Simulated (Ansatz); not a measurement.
Zincblende BeTe, relaxed with r2SCAN: 8 runs in the PAW code Ansatz, each a construction of maximally localised Wannier functions. It is cubic, F-43m (No. 216); conventional cell a = 5.657 Å, 22.63 Å³ an atom. Be has 4 Te at 2.45 Å; Te has 4 Be at 2.45 Å. Calculated for a static, non-magnetic cell.

```
CELL_PARAMETERS angstrom
0.00000 2.82862 2.82862
2.82862 0.00000 2.82862
2.82862 2.82862 0.00000
ATOMIC_POSITIONS crystal
Be 0.00000 0.00000 0.00000
Te 0.25000 0.25000 0.25000
```

Windows count from the top of the filled bands; a dash means that no such window was set (without an outer window there is no disentanglement). Rows marked drawn have settings drawn at random (some not listed).

| functional | SCF mesh | trial orbitals | functions | mesh | window (eV) | frozen (eV) | settings | Ω total (Å²) | Ω invariant (Å²) | largest spread (Å²) | least projectability | interpolation miss of the model's filled bands (eV, to the nearest computed level) |
| --- | --- | --- | --- | --- | --- | --- | --- | --- | --- | --- | --- | --- |
| PBE | 6×6×6 | Te s, Te p | 4 | 6×6×6 | – | – | drawn | 7.40 | 6.66 | 1.85 | 0.87 | 0.068 |
| PBE | 6×6×6 | Te s, Te p | 4 | 8×8×8 | – | – | chosen | 7.72 | 7.02 | 1.93 | 0.86 | 0.022 |
| PBE | 6×6×6 | Te p | 3 | 6×6×6 | – | – | chosen | 8.49 | 8.17 | 2.83 | 0.75 | 0.066 |
| r2SCAN | 6×6×6 | Te s, Te p | 4 | 6×6×6 | – | – | chosen | 7.26 | 6.50 | 1.81 | 0.88 | 0.061 |
| r2SCAN | 6×6×6 | Te p | 3 | 6×6×6 | – | – | chosen | 8.34 | 8.04 | 2.78 | 0.75 | 0.059 |
| HSE06 | 6×6×6 | Te s, Te p | 4 | 6×6×6 | – | – | chosen | 7.19 | 6.45 | 1.80 | 0.88 | – |

**Question.** Estimate from these rows what the further settings give.
```json
{"functional": "PBE", "SCF mesh": "6×6×6", "trial orbitals": "Te s, Te p", "functions": "4", "mesh": "4×4×4", "window (eV)": "–", "frozen (eV)": "–", "settings": "chosen"}
{"functional": "PBE", "SCF mesh": "6×6×6", "trial orbitals": "Te s, Te p", "functions": "4", "mesh": "3×3×3", "window (eV)": "–", "frozen (eV)": "–", "settings": "drawn"}
```

**Answer.**

| functional | SCF mesh | trial orbitals | functions | mesh | window (eV) | frozen (eV) | settings | Ω total (Å²) | Ω invariant (Å²) | largest spread (Å²) | least projectability | interpolation miss of the model's filled bands (eV, to the nearest computed level) |
| --- | --- | --- | --- | --- | --- | --- | --- | --- | --- | --- | --- | --- |
| PBE | 6×6×6 | Te s, Te p | 4 | 4×4×4 | – | – | chosen | 6.63 | 5.87 | 1.66 | 0.89 | 0.210 |
| PBE | 6×6×6 | Te s, Te p | 4 | 3×3×3 | – | – | drawn | 5.88 | 5.14 | 1.47 | 0.90 | 0.539 |

For Te s, Te p with PBE the spread goes 6.63 Å² (4×4×4), 7.72 Å² (8×8×8): finite differences on a coarse mesh understate it.

No spin-orbit coupling is included; it can move band edges with weight on the heavy atoms by tenths of an eV.
